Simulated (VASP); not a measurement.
Consider the following.

```xyz
3
Lattice="0.0000 2.8831 2.8831 2.8831 0.0000 2.8831 2.8831 2.8831 0.0000" Properties=species:S:1:pos:R:3 pbc="T T T"
Sr     0.0000     0.0000     0.0000
F      1.4415     1.4415     1.4415
F      4.3246     4.3246     4.3246
```

All values below come from PBEsol GGA, VASP's PBE PAW potentials (set 64) (plane waves; VASP 6.6.1). Settings: 600 eV cut-off, 6×6×6 Γ-centred mesh, Gaussian smearing of 0.050 eV, potentials Sr_sv F.

Energy and stress use the plane-wave basis of the starting cell.

Question: The ions, cell shape and volume at an external pressure of 15.0 GPa are relaxed. Give the cell that the relaxation ends in.

Answer: 
```xyz
3
Lattice="0.0000 2.7475 2.7475 2.7475 0.0000 2.7475 2.7475 2.7475 0.0000" Properties=species:S:1:pos:R:3 pbc="T T T"
Sr     0.0000     0.0000     0.0000
F      1.3738     1.3738     1.3738
F      4.1213     4.1213     4.1213
```
Space group Fm-3m (225), at a tolerance of 0.03 Å.

Question: How do energy and volume change from the first to the last step?

Answer: The energy (σ→0) changes by +86.6 meV/atom and the volume by -13.4 %, in 3 ionic steps.

```
step  E(σ→0) (eV)  max force (eV/Å)  pressure (GPa)  volume (Å³)
----  -----------  ----------------  --------------  -----------
1        -17.6003             0.000           -0.02        47.93
2        -16.9183             0.000           28.17        38.27
3        -17.3404             0.000           14.89        41.48
```

The compound is SrF2 in the fluorite structure. This run relaxes it under an external pressure of 15 GPa. Symmetry was kept, so distortions that lower it aren't found.
